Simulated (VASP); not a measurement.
The system is AlRu.

```
Ru Al
1.0
     2.99160    0.00000    0.00000
     0.00000    2.99160    0.00000
     0.00000    0.00000    2.99160
Ru Al
1 1
Direct
  0.50000 0.50000 0.50000
  0.00000 0.00000 0.00000
```

```yaml
Program: VASP 6.6.1
Task: relaxation of cell and atoms
Functional: BEEF-vdW
Potentials_or_basis: VASP PAW PBE potentials, release 64 (Ru_pv, Al)
Cutoff: 600 eV
k_mesh: 9 × 9 × 9
Occupations: fermi-dirac, width 0.05 eV
Spin: no spin polarisation
```

At the start: pressure 3.6 GPa; volume 13.39 Å³/atom.

Question: How do energy, volume and symmetry change on relaxing?

Answer: Over 3 steps the energy falls by 2.6 meV/atom and the volume is 13.62 Å³/atom (+1.8 %); space group Pm-3m (No. 221, to 0.05 Å).

Step by step:
| step | energy change (eV) | largest force (eV/Å) | pressure (GPa) | volume (Å³) |
| --- | --- | --- | --- | --- |
| 1 | 0.0000 | 0.0000 | 3.58 | 26.77 |
| 2 | 0.0056 | 0.0000 | -4.80 | 27.95 |
| 3 | -0.0052 | 0.0000 | 0.00 | 27.25 |

Final structure:
```yaml
crystal:
  lattice:
    - [3.00913, 0.00000, 0.00000]
    - [0.00000, 3.00913, 0.00000]
    - [0.00000, 0.00000, 3.00913]
  atoms:
    - { symbol: Ru, position: [0.50000, 0.50000, 0.50000] }
    - { symbol: Al, position: [0.00000, 0.00000, 0.00000] }
```

Caveat: the PAW data sets were made with another functional, which shifts forces and pressure a little.
